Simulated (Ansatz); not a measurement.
Start from InCuS2 in the chalcopyrite structure (space group I-42d, No. 122; a = 5.577 Å, c = 11.234 Å). Axes: x, y, z lie along a, b, c of the conventional cell.

(Cell as relaxed with PBE.)

Levels (all Ansatz, a program for electronic structure, PAW): PBE (420 eV, spin-orbit coupling left out); r2SCAN (500 eV, no spin-orbit coupling).

Each level relaxes its own structure.

```tsv
base	PBE	r2SCAN
volume per atom	21.84 Å³	21.21 Å³
lattice parameter a	10.539 bohr	10.435 bohr
band gap	zero	0.36 eV
```

Now apply this change: uniaxial stress, 1 GPa tension along x, with the cell and atoms free to relax against it.

```tsv
quantity	PBE	r2SCAN
band gap	zero	[?]
shortest interatomic distance	4.407 bohr	[?]
energy relative to the base (free energy F)	+1.5 meV/atom	[?]
```

Predict the r2SCAN column.


- band gap, r2SCAN: 0.32 eV
- shortest interatomic distance, r2SCAN: 4.372 bohr
- energy relative to the base (free energy F), r2SCAN: +1.4 meV/atom

They disagree on the band gap; PBE's shortest interatomic distance lies 0.035 bohr above r2SCAN's (0.8 %). Neither level is exact; r2SCAN is the comparison here, not a measurement.

Load acts through the strain it causes; cell and atoms are relaxed under it. Beyond what the load breaks, stability against distortions was not tested. All final runs are without spin polarisation. Gaps under 0.05 eV, about the width of the smearing, are given as zero. A zero or small gap of InCuS2 can be the functional's error rather than a property of the material.
